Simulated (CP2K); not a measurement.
Runs of CP2K 2026.2 on SrCl2. Symmetry: Fm-3m, No. 225, cubic system. Conventional cell: a = 6.977 Å, b = 6.977 Å, c = 6.977 Å, α = 90.00°, β = 90.00°, γ = 90.00°. Sr (site symmetry m-3m) has 8 Cl at 3.02 Å as nearest neighbours. Cl (site symmetry -43m) is surrounded by 4 Sr at 3.02 Å. 

| task | level | cell | EPS_DEFAULT | NGRIDS | gap on the mesh (eV) | pressure (GPa) | V0 of scaled cells (Å³/atom) | B0 (GPa) |
| --- | --- | --- | --- | --- | --- | --- | --- | --- |
| equation of state | PBEsol | as given | 1.0E-9 | 5 | - | - | (b) | 37 |
| equation of state | PBE | as given | 1.0E-10 | 4 | - | - | 29.50 | 34 |
| single point | PBE | atoms moved at random, drawn with an rms of 0.05 Å | 1.0E-10 | 4 | 5.32 | 1.6 | - | - |
| single point | PBE | as given | 1.0E-10 | 5 | 5.33 | (a) | - | - |

Alike in all rows: potentials or basis POTENTIAL_UZH Sr GTH-PBE-q10, Cl GTH-PBE-q7; TZVP-MOLOPT-PBE-GTH basis; no spin polarisation; k mesh 7 × 7 × 7; smearing fermi-dirac 0.05 eV.

Task: Estimate the missing entries.

Result: (a) 1.5; (b) 28.06.

Caveats: the basis of atomic orbitals isn't converged, which shifts pressures, moduli and gaps; an odd mesh through Γ misses points on the zone boundary, where band edges often lie (some runs); the potentials were made for another functional, which shifts forces and pressure (some runs).

A k mesh can miss the band edges, and the runs leave out spin-orbit coupling on Sr.
